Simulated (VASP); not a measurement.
## A VASP 6.6.1 single-point calculation on Ge

INCAR

```
ENCUT = 520
ISMEAR = -1
ISIF = 2
GGA = PE
BMIX = 0.5
LCHARG = .FALSE.
EDIFF = 1E-7
LASPH = .TRUE.
NBANDS = 21
LREAL = .FALSE.
IBRION = -1
NELM = 120
LWAVE = .FALSE.
NSW = 0
PREC = Accurate
SIGMA = 0.02
```

KPOINTS

```
KPOINTS created by Atomic Simulation Environment
0
Gamma
8 8 8
0 0 0
```

POSCAR

```
Ge
 1.0000000000000000
     0.0000000000000000    2.8368735118999999    2.8368735118999999
     2.9043911014999999    0.0000000000000000    2.8368735118999999
     2.9043911014999999    2.8368735118999999    0.0000000000000000
 Ge
   2
Cartesian
  0.0000000000000000  0.0000000000000000  0.0000000000000000
  1.4521955507499997  1.4184367559499995  1.4184367559499997
```

The recommended PBE PAW datasets give the neutral cell 28 valence electrons.

Command

```
mpirun -np 1 vasp_std
```

OSZICAR

```
N       E                     dE             d eps       ncg     rms          rms(c)
DAV:   1     0.190674695107E+03    0.19067E+03   -0.14500E+04  2837   0.358E+03
DAV:   2     0.190834358393E+02   -0.17159E+03   -0.16647E+03  2488   0.631E+02
DAV:   3    -0.815516722841E+01   -0.27239E+02   -0.27091E+02  2838   0.144E+02
DAV:   4    -0.908039715204E+01   -0.92523E+00   -0.92471E+00  2798   0.310E+01
DAV:   5    -0.909625948663E+01   -0.15862E-01   -0.15862E-01  2843   0.450E+00    0.307E+00
DAV:   6    -0.903991454848E+01    0.56345E-01   -0.26051E-02  2798   0.148E+00    0.178E+00
DAV:   7    -0.901736161204E+01    0.22553E-01   -0.43044E-02  2765   0.190E+00    0.129E-01
DAV:   8    -0.901793438131E+01   -0.57277E-03   -0.39067E-03  2788   0.724E-01    0.378E-02
DAV:   9    -0.901799271098E+01   -0.58330E-04   -0.84046E-05  2803   0.847E-02    0.113E-02
DAV:  10    -0.901799547299E+01   -0.27620E-05   -0.11196E-05  3268   0.514E-02    0.534E-03
DAV:  11    -0.901799637920E+01   -0.90621E-06   -0.32396E-06  2743   0.207E-02    0.165E-03
DAV:  12    -0.901799639024E+01   -0.11049E-07   -0.11436E-07  2278   0.318E-03
   1 F= -.90179964E+01 E0= -.90178933E+01  d E =-.206243E-03
```

From OUTCAR

```
k-points           NKPTS =     59   k-points in BZ     NKDIM =     59   number of bands    NBANDS=     21

   NELECT =      28.0000    total number of electrons

   dimension x,y,z NGX =    30 NGY =   30 NGZ =   30
   dimension x,y,z NGXF=    60 NGYF=   60 NGZF=   60

  energy-cutoff  :      520.00
  volume of cell :       46.75
      direct lattice vectors                 reciprocal lattice vectors
     0.000000000  2.836873512  2.836873512    -0.172153124  0.176250368  0.176250368
     2.904391101  0.000000000  2.836873512     0.172153124 -0.176250368  0.176250368
     2.904391101  2.836873512  0.000000000     0.172153124  0.176250368 -0.176250368

 k-points in reciprocal lattice and weights: KPOINTS created by Atomic Simulation Env
   0.00000000  0.00000000  0.00000000       0.002
   0.12500000  0.00000000  0.00000000       0.016
   0.25000000  0.00000000  0.00000000       0.016
   0.37500000  0.00000000  0.00000000       0.016
   0.50000000  0.00000000  0.00000000       0.008
   0.12500000  0.12500000  0.00000000       0.008
   0.25000000  0.12500000  0.00000000       0.031
   0.37500000  0.12500000 -0.00000000       0.031
   ...

 E-fermi :   4.7281

 k-point     1 :       0.0000    0.0000    0.0000
  band No.  band energies     occupation
      1     -20.0847      2.00000
      2     -20.0847      2.00000
      3     -20.0800      2.00000
      4     -20.0500      2.00000
      5     -20.0489      2.00000
      6     -19.8621      2.00000
      7     -19.8527      2.00000
      8     -19.8527      2.00000
      9     -19.8484      2.00000
     10     -19.8419      2.00000
     11      -7.8431      2.00000
     12       4.4290      2.00000
     13       4.5667      1.99938
     14       4.7495      0.51033
     15       4.7495      0.51022
     16       7.1925      0.00000
     17       7.1925      0.00000
     18       7.3067      0.00000
     19      11.0396      0.00000
     20      13.8397      0.00000
     21      14.3167      0.00000

 k-point     2 :       0.1250    0.0000    0.0000
  band No.  band energies     occupation
      1     -20.0921      2.00000
      2     -20.0891      2.00000
      3     -20.0807      2.00000
      4     -20.0393      2.00000
      5     -20.0388      2.00000
      6     -19.8695      2.00000
      7     -19.8677      2.00000
      8     -19.8569      2.00000
      9     -19.8349      2.00000
     10     -19.8348      2.00000
     11      -7.6586      2.00000
     12       2.2832      2.00000
     13       4.3013      2.00000
     14       4.4351      2.00000
     15       5.5858      0.00000
     16       7.6320      0.00000
     17       7.6736      0.00000
     18       8.0998      0.00000
     19      11.9432      0.00000
     20      13.0460      0.00000
     21      13.3818      0.00000

 ...

  Total        0.0698134      0.5514015      0.5514015      0.0000000      0.0000000      0.0000000
  in kB        2.3926798     18.8978978     18.8978978      0.0000000      0.0000000      0.0000000
  external PRESSURE =      13.3961585 kB  Pullay stress =       0.0000000 kB

 POSITION                                       TOTAL-FORCE (eV/Angst)
 -----------------------------------------------------------------------------------
      0.00000      0.00000      0.00000         0.000000      0.000000     -0.000000
      1.45220      1.41844      1.41844        -0.000000      0.000000      0.000000
 -----------------------------------------------------------------------------------
    total drift:                                0.000000      0.000000      0.000000

  FREE ENERGIE OF THE ION-ELECTRON SYSTEM (eV)
  ---------------------------------------------------
  free  energy   TOTEN  =        -9.0179963902 eV

  energy  without entropy=       -9.0177901471  energy(sigma->0) =       -9.01789327
```

It converged. Results: gap between bands v and c on the k mesh 0.00 eV; least direct gap on the k mesh 0.00 eV; pressure 1.3 GPa. Band v is the last that the valence electrons fill when counted band by band, and c is the next.

For comparison, a separate PBE run of the intended cell, on usual settings and not on those above, gives a gap of 0.00 eV on its mesh and a pressure of 1.3 GPa.

The run above took about 53 s on one core of a shared host (Intel Xeon Platinum 8488C) and held 0.19 GiB at most.
